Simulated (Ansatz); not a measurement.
# Mo: how the settings move a single-point run

How sensitive is a single-point run of Mo to its settings? A reference run comes first, then one run with altered input.

The COD entry's cell or inner coordinates are ideal or old and differ from later refinements, so a difference from it is no clean test against experiment.

Computed with Ansatz 0.2.0 (reference: DFT, PBE, PAW with Ansatz's default frozen-core files, scalar-relativistic, unless a step's input says otherwise).

## (1) Starting point

Symmetry: Im-3m, No. 229, cubic system. Conventional cell: a = 3.142 Å, b = 3.142 Å, c = 3.142 Å, α = 90.00°, β = 90.00°, γ = 90.00°. Mo (site symmetry m-3m) has 8 Mo at 2.72 Å in its first shell of neighbours.

Structure file:

```
CELL_PARAMETERS angstrom
-1.57100 1.57100 1.57100
1.57100 -1.57100 1.57100
1.57100 1.57100 -1.57100
ATOMIC_POSITIONS crystal
Mo 0.00000 0.00000 0.00000
```

## (2) The reference run

input.yaml reads:

```yaml
crystal:
  lattice:
    - [-1.571, 1.571, 1.571]
    - [1.571, -1.571, 1.571]
    - [1.571, 1.571, -1.571]
  atoms:
    - { symbol: Mo, position: [0.0, 0.0, 0.0] }
kpoints:
  mp_grid: { grid: [16, 16, 16] }
scf:
  occupations: { method: fermi_dirac, width: 0.05 }
hamiltonian:
  xc: pbe
  pseudopotentials: { kind: paw }
output:
  forces: true
  stress: true
  eigenvalues: true
  efg: { contact_densities: true }
  write_density: true
  write_potential: true
  elf: true
  volumetric_format: npy
basis:
  ecutwfc: 350
```

The run is started by

```console
$ ansatz run input.yaml --threads 1 --pin off --max-ram 2048MiB --backend cpu --events-out ev --progress --plain --runs-dir out
```

## (3) Changing settings: chi_scale 0.1

Changes to input.yaml since step 2:

```diff
@@ -11,2 +11,3 @@
   occupations: { method: fermi_dirac, width: 0.05 }
+  initial_density: { chi_scale: 0.1 }
 hamiltonian:
@@ -19,6 +20,2 @@
   efg: { contact_densities: true }
-  write_density: true
-  write_potential: true
-  elf: true
-  volumetric_format: npy
 basis:
```

**Question.** What will these runs give? Wanted: for each run, ending; energy change; pressure; gap; force.

**Answer**, as computed:

| run | ending | energy change | pressure (GPa) | gap (eV) | force (eV/Å) | cycles | time |
| --- | --- | --- | --- | --- | --- | --- | --- |
| reference | converged | 0 | 4.7 | 0.00 | 0.00 | 6 | 3 s |
| 1: chi_scale 0.1 | converged | 0.0 meV/atom | 4.7 | 0.00 | 0.00 | 6 | 2.5 s |

Times don't compare one to one where runs were asked for different outputs or read a saved state (see the inputs); cycles may leave out searches for a lower state.

Residual by cycle in the longest SCF loop of each run; runs are numbered as in the table. The quantity is the density residual dr2, in eV.

```csv
cycle,reference,run 1
1,3.5e-4,1.75
2,6.4e-5,0.0514
3,6.7e-6,0.00907
4,1.9e-7,7.4e-6
5,4.8e-8,3.4e-7
6,6.1e-9,1.8e-8
```

What this shows: Energy and cycle count are those of the reference, so the change (start) left the result and the number of cycles as they were.
